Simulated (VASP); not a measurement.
Write the native input for VASP 6.6.1 that does the following.

```
Task                   : single point
Functional             : PBE
Potentials or basis    : VASP PAW PBE potentials, release 64 (Sc_sv)
Cutoff                 : 520 eV
k mesh                 : 6 × 6 × 6
Occupations            : gaussian, width 0.1 eV
Spin                   : no spin polarisation
Dipole correction      : no
Further INCAR settings : ALGO = Fast; EDIFF = 1e-07; NBANDS = 12
```

The structure of Sc lies in POSCAR:

```
Sc
1.0
   -2.0767254290      2.0767254290      2.0767254290
    2.0767254290     -2.0767254290      2.0767254290
    2.0767254290      2.0767254290     -2.0767254290
Sc
1
Direct
    0.0000000000      0.0000000000      0.0000000000
```

This isn't the form of Sc at room conditions, which is hcp.

The cell isn't the ideal one: Tl replaced by Sc, lengths x 1.103, strained and moved within the space group.

The input as run:

INCAR

```
ALGO = Fast
EDIFF = 1E-7
ENCUT = 520
GGA = PE
ISIF = 2
ISMEAR = 0
LASPH = T
LCHARG = F
LREAL = F
LWAVE = F
NBANDS = 12
NELM = 100
PREC = Accurate
SIGMA = 0.1
```

KPOINTS

```
k-points
0
Gamma
  6 6 6
```

Potentials or basis: VASP PAW PBE potentials, release 64 (Sc_sv).

Launch:

```sh
$ cat potpaw_PBE.64/Sc_sv/POTCAR > POTCAR
$ mpirun -np 1 vasp_std > vasp.out
```

It gave:

- Pressure: -10.3 GPa
- Band gap on the k mesh: none (metal or under the smearing width)

Run time: 18 s on 1 thread of AMD EPYC 7R43 64-Core Processor (Zen 3), with other jobs on the host, peak memory 0.11 GiB.
